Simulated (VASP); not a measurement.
# Settings for Pt: energy along a vibration (SMASS = -2)

Pt, atoms displaced along the mode, 2 atoms in the cell. PBEsol, energy along a line of displacements; PAW potentials Pt (PBE set). VASP 6.6.1.

Wanted: harmonic frequency within 1 %.

Mode: longitudinal mode at X.

POSCAR of the starting run:
```
Pt
1.0
    1.9609000000      1.9609000000      0.0000000000
   -1.9609000000      1.9609000000      0.0000000000
    0.0000000000      0.0000000000      3.9218000000
Pt
2
Direct
    0.0000000000      0.0000000000     -0.0101993982
    0.5000000000      0.5000000000      0.5101993982

    0.0000000000   0.0000000000   0.0100000000
    0.0000000000   0.0000000000  -0.0100000000
```

The series start from k mesh: 7 × 7 × 5; Cutoff (eV): 300; Step along the mode (Å): 0.02; Electronic threshold (eV): 1e-7; Smearing width (eV): 0.15; Precision and projection: Accurate, reciprocal space. Each series keeps the choices made before it, and each single choice may use up half of a tolerance.

## k mesh

| k mesh | Harmonic frequency (THz) | Time (s) |
|---|---|---|
| 3 × 3 × 2 | 5.501 | 4.6 |
| 4 × 4 × 3 | 6.3 | 5.7 |
| 6 × 6 × 4 | 5.906 | 10 |
| 7 × 7 × 5 | 5.668 | 14 |
| 9 × 9 × 6 | 5.758 | 22 |
| 11 × 11 × 8 | 5.747 | 39 |
| 14 × 14 × 10 (reference) | 5.782 | 74 |

Chosen: 14 × 14 × 10; the next looser run is off by more than half of the tolerance, so convergence isn't shown beyond this value.

## Cutoff (eV)

| Cutoff (eV) | Harmonic frequency (THz) | Time (s) |
|---|---|---|
| 170 | crashed | 74 |
| 200 | crashed | 83 |
| 230 | 5.754 | 70 |
| 270 | crashed | 91 |
| 300 | 5.782 | 74 |
| 350 (reference) | 5.798 | 126 |

Chosen: 300, the loosest value from which every tighter one stays within half of the tolerance.

VASP's message at the runs that stop: ERROR in subspace rotation PDSYEVX/ PZHEEVX: I2,IFAIL= 1 12.

## Electronic threshold (eV)

| Electronic threshold (eV) | Harmonic frequency (THz) | Time (s) |
|---|---|---|
| 0.001 | 5.768 | 59 |
| 0.0001 | 5.77 | 64 |
| 1e-5 | 5.77 | 70 |
| 1e-6 | 5.77 | 118 |
| 1e-7 | 5.77 | 102 |
| 1e-8 (reference) | 5.77 | 112 |

Chosen: 0.001.

## Smearing width (eV)

| Smearing width (eV) | Harmonic frequency (THz) | Time (s) |
|---|---|---|
| 0.4 | 5.74 | 60 |
| 0.3 | 5.747 | 60 |
| 0.2 | 5.758 | 61 |
| 0.15 | 5.768 | 59 |
| 0.1 (reference) | 5.778 | 66 |

Chosen: 0.2.

## Precision and projection

| Precision and projection | Harmonic frequency (THz) | Time (s) |
|---|---|---|
| Accurate, reciprocal space | 5.758 | 61 |
| Normal, reciprocal space | 5.758 | 46 |
| Normal, Auto | 5.731 | 66 |

Chosen: Normal, reciprocal space; it saves 14.7 s of 61, so Accurate, reciprocal space would do nearly as well.

Also changed on the way, by series that aren't shown: Step along the mode (Å): 0.08.

The choices weren't compared together with a run at all the tightest settings, so their joint error isn't shown.

## The input

INCAR:
```
SYSTEM = Pt
GGA = PS ; PREC = Normal
ENCUT = 300 ; EDIFF = 0.001
ALGO = Normal ; LREAL = .False.
LASPH = .True. ; ISMEAR = 1
SIGMA = 0.2 ; ISYM = 0
LWAVE = .False. ; LCHARG = .False.
IBRION = 0 ; SMASS = -2
POTIM = 1 ; NSW = 9
NELMIN = 4 ; KPAR = 2
```

KPOINTS:
```
Automatic mesh
0
Gamma
  14 14 10
  0 0 0
```

POSCAR:
```
Pt
1.0
    1.9609000000      1.9609000000      0.0000000000
   -1.9609000000      1.9609000000      0.0000000000
    0.0000000000      0.0000000000      3.9218000000
Pt
2
Direct
    0.0000000000      0.0000000000     -0.0407975929
    0.5000000000      0.5000000000      0.5407975929

    0.0000000000   0.0000000000   0.0400000000
    0.0000000000   0.0000000000  -0.0400000000
```

Commands:
```
cat potpaw_PBE.64/Pt/POTCAR > POTCAR
mpirun -np 2 vasp_std > vasp.out
```

Limits: NELMIN = 4 forces that many electronic steps, so a loose EDIFF looks better here than it is.

The chosen input took VASP 6.6.1 46 s on 2 cores (Intel Xeon 6975P-C (Granite Rapids)), a shared host.

## An input that fails: electronic threshold far too loose

It runs to its end, but against the unchanged starting input it is off by 4.8 % in the harmonic frequency.

Changes against the starting input:
```
- EDIFF = 1e-07
- NELMIN = 4
+ EDIFF = 0.1
```
